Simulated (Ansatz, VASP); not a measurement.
## One calculation of ZnAu, two programs

File INCAR:

```
ALGO = Normal
EDIFF = 1E-6
ENCUT = 520
GGA = PE
ISIF = 2
ISMEAR = -1
LASPH = T
LCHARG = F
LREAL = F
LWAVE = F
NBANDS = 18
NELM = 80
PREC = Accurate
SIGMA = 0.15
```

Contents of KPOINTS:

```
k-points
0
Gamma
  10 10 10
```

Contents of POSCAR:

```
ZnAu
1.0
    3.1470000000      0.0000000000      0.0000000000
    0.0000000000      3.1470000000      0.0000000000
    0.0000000000      0.0000000000      3.1470000000
Zn Au
1 1
Direct
    0.5000000000      0.5000000000      0.5000000000
    0.0000000000      0.0000000000      0.0000000000
```

Input for Ansatz:

```yaml
crystal:
  lattice:
    - [3.147, 0.0, 0.0]
    - [0.0, 3.147, 0.0]
    - [0.0, 0.0, 3.147]
  atoms:
    - { symbol: Zn, position: [0.5, 0.5, 0.5] }
    - { symbol: Au, position: [0.0, 0.0, 0.0] }
basis:
  ecutwfc: 450.0
kpoints:
  mp_grid:
    grid: [10, 10, 10]
hamiltonian:
  xc: pbe
  pseudopotentials:
    kind: paw
scf:
  occupations:
    method: fermi_dirac
    width: 0.15
output:
  stress: true
```

Alike in both runs: task single point; functional PBE; k mesh 10 × 10 × 10; occupations fermi-dirac, width 0.15 eV; no spin polarisation.

|  | VASP | Ansatz |
| --- | --- | --- |
| version | VASP 6.6.1 | Ansatz 0.2.0 |
| potentials or method | VASP PAW PBE potentials, release 64 (Zn, Au) | plane waves, PAW |
| plane-wave cutoff (eV) | 520 | 450 |
| valence electrons in the cell | 23 | 31 |

Ansatz gave:

- pressure (GPa): 4.8

Estimate VASP's values.

pressure (GPa): 5.0.

The two sets of potentials don't hold the same shells in valence.

The runs have no spin-orbit coupling, so splittings on Au are missing.
